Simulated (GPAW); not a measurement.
TiSi2:

```xyz
3
Lattice="4.3746 0.0000 0.0000 -2.1873 3.7885 0.0000 0.0000 0.0000 2.5610" Properties=species:S:1:pos:R:3 pbc="T T T"
Ti    0.0000    0.0000    0.0000
Si    0.0000    2.5257    1.2805
Si    2.1873    1.2628    1.2805
```

The cell was built by a generator and needn't be a form met in nature.

| Property | Result |
| --- | --- |
| Program | GPAW 26.7.0 |
| Task | relaxation of cell and atoms |
| Functional | PBE |
| Dispersion | D3(BJ) |
| Potentials or basis | GPAW PAW data sets (gpaw-data 1.2.1) |
| Cutoff | 600 eV |
| Basis | pw |
| k mesh | 6 × 6 × 9 |
| Occupations | fermi-dirac, width 0.05 eV |
| Spin | no spin polarisation |

At the start: pressure -5.7 GPa; volume 14.15 Å³/atom.

**Question.** How do energy, volume and symmetry change on relaxing?

**Answer.** Over 7 steps the energy falls by 11.3 meV/atom and the volume is 13.53 Å³/atom (-4.4 %); space group P6/mmm (No. 191, to 0.05 Å).

The path:
| step | energy change (eV) | largest force (eV/Å) | pressure (GPa) | volume (Å³) |
| --- | --- | --- | --- | --- |
| 1 | 0.0000 | 0.0000 | -5.68 | 42.45 |
| 2 | -0.0097 | 0.0000 | -4.84 | 42.14 |
| 3 | -0.0326 | 0.0000 | 0.55 | 40.43 |
| 4 | -0.0331 | 0.0000 | 0.17 | 40.54 |
| 5 | -0.0336 | 0.0000 | -0.07 | 40.60 |
| 6 | -0.0339 | 0.0000 | -0.19 | 40.63 |
| 7 | -0.0340 | 0.0000 | -0.08 | 40.59 |

Final structure:
```
CELL_PARAMETERS angstrom
4.28955 0.00000 0.00000
-2.14477 3.71486 0.00000
0.00000 0.00000 2.54739
ATOMIC_POSITIONS crystal
Ti 0.00000 0.00000 0.00000
Si 0.33333 0.66667 0.50000
Si 0.66667 0.33333 0.50000
```

Caveat: later steps reuse the first step's grids; pairwise dispersion overbinds metals, which lowers pressure and volume.
